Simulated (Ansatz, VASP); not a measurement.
**One calculation of BeTe, two programs**

The input INCAR:

```
  PREC = Accurate
  ENCUT = 520
  EDIFF = 1E-7
  ISMEAR = -1
  SIGMA = 0.1496
  LREAL = F
  LASPH = T
  NELM = 100
  ALGO = Fast
  ISIF = 2
  LWAVE = F
  LCHARG = F
  NBANDS = 11
```

KPOINTS

```
regular mesh
0
Gamma
  8 8 8
```

The input POSCAR:

```
BeTe
1.0
    0.0000000000      2.7931908600      2.7931908600
    2.7931908600      0.0000000000      2.7931908600
    2.7931908600      2.7931908600      0.0000000000
Be Te
1 1
Direct
    0.0000000000      0.0000000000      0.0000000000
    0.2500000000      0.2500000000      0.2500000000
```

Input for Ansatz:

```yaml
crystal:
  lattice:
    - [0.0, 2.79319086, 2.79319086]
    - [2.79319086, 0.0, 2.79319086]
    - [2.79319086, 2.79319086, 0.0]
  atoms:
    - { symbol: Be, position: [0.0, 0.0, 0.0] }
    - { symbol: Te, position: [0.25, 0.25, 0.25] }
  symmetry: { tolerance: 0.0003 }
kpoints:
  mp_grid: { grid: [8, 8, 8], shift: [0, 0, 0] }
  band_path:
    path:
      - [0.0, 0.0, 0.0]
      - [-0.5, -0.5, 0.0]
      - [-0.375, -0.375, 0.25]
      - [-0.375, 0.0, 0.375]
      - [0.0, 0.0, 0.0]
      - [0.0, 0.0, 0.5]
      - [-0.5, -0.25, 0.25]
      - [-0.5, -0.5, 0.0]
    npoints: 8
magnetization:
  spin_polarized: false
scf:
  occupations: { method: fermi_dirac, width: 0.1496 }
  lower_state_search: "off"
  max_iter: 200
hamiltonian:
  pseudopotentials: { kind: paw }
  xc: lda
basis:
  ecutwfc: 420
  fft_grid_basis: typed
output:
  forces: true
  stress: true
  eigenvalues: true
  bader: true
  populations: true
  elf: true
  write_potential: true
  volumetric_format: npy
  dos:
    e_range: [-12, 8]
    de: 0.05
    projected: { site_lists: { Be: [Be], Te: [Te] } }
checkpoint:
  read: saved_state
```

Alike in both runs: task single point; functional LDA; k mesh 8 × 8 × 8; occupations fermi-dirac, width 0.1496 eV; no spin polarisation.

|  | VASP | Ansatz |
| --- | --- | --- |
| version | VASP 6.6.1 | Ansatz 0.2.0 |
| potentials or method | VASP PAW LDA potentials, release 64 (Be, Te) | PAW plane waves |
| plane-wave cutoff (eV) | 520 | 420 |
| valence electrons in the cell | 8 | 18 |

|  | VASP | Ansatz | Ansatz less VASP |
| --- | --- | --- | --- |
| pressure (GPa) | -0.8 | -1.1 | -0.26 |

The two sets of potentials don't hold the same shells in valence.

Caveats: spin-orbit coupling is left out, which moves the levels of the heavy elements. A k mesh can miss the band edges.
